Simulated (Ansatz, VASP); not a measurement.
**One calculation of CaO, two programs**

File INCAR:

```
PREC     = Accurate       # precision mode
ENCUT    = 520            # plane-wave cutoff, eV
EDIFF    = 1E-7           # SCF threshold, eV
ISMEAR   = 0              # smearing method
SIGMA    = 0.1            # smearing width, eV
LREAL    = False          # projectors in reciprocal space
LASPH    = True           # aspherical terms in the spheres
NELM     = 100            # most SCF steps
ALGO     = Normal         # electronic algorithm
ISIF     = 2              # what is computed and relaxed
LWAVE    = False          # write WAVECAR
LCHARG   = True           # write CHGCAR
GGA      = PS             # functional
LELF     = True           # ELF
LVHAR    = True         
NBANDS   = 24             # bands
```

The input KPOINTS:

```
Automatic mesh
0
Gamma
  6 6 4
```

The input POSCAR:

```
CaO
1.0
    3.9919758200      0.0000000000      0.0000000000
   -1.9959879100      3.4571524800      0.0000000000
    0.0000000000      0.0000000000      4.7848400100
Ca O
2 2
Direct
    0.3333333300      0.6666666700      0.7500000000
    0.6666666700      0.3333333300      0.2500000000
    0.3333333300      0.6666666700      0.2500000000
    0.6666666700      0.3333333300      0.7500000000
```

Input for Ansatz:

```yaml
crystal:
  lattice:
    - [3.99197582, 0.0, 0.0]
    - [-1.99598791, 3.45715248, 0.0]
    - [0.0, 0.0, 4.78484001]
  atoms:
    - { symbol: Ca, position: [0.33333333, 0.66666667, 0.75] }
    - { symbol: Ca, position: [0.66666667, 0.33333333, 0.25] }
    - { symbol: O, position: [0.33333333, 0.66666667, 0.25] }
    - { symbol: O, position: [0.66666667, 0.33333333, 0.75] }
basis:
  ecutwfc: 420
kpoints:
  mp_grid: { grid: [6, 6, 4] }
hamiltonian:
  xc: pbesol
scf:
  occupations: { method: gaussian, width: 0.1 }
output:
  forces: true
  stress: true
  eigenvalues: true
```

The cell comes from a database or a generator and needn't be the stable form of this composition.

Alike in both runs: task single point; functional PBEsol; k mesh 6 × 6 × 4; occupations gaussian, width 0.1 eV; no spin polarisation.

|  | VASP | Ansatz |
| --- | --- | --- |
| version | VASP 6.6.1 | Ansatz 0.2.0 |
| potentials or method | VASP PAW PBE potentials, release 64 (Ca_sv, O) | scalar-relativistic, plane waves, PAW |
| plane-wave cutoff (eV) | 520 | 420 |
| valence electrons in the cell | 32 | 32 |

|  | VASP | Ansatz | Ansatz less VASP |
| --- | --- | --- | --- |
| gap on the k mesh at the Fermi level (eV) | 3.03 | 3.04 | +0.012 |
| least direct gap on the mesh (eV) | 3.03 | 3.04 | +0.012 |
| pressure (GPa) | -1.9 | -2.4 | -0.49 |
| largest component of the traceless stress (GPa) | 0.14 | 0.17 | +0.030 |

Caveats: the PAW data sets were made with another functional, which shifts forces and pressure a little (VASP).
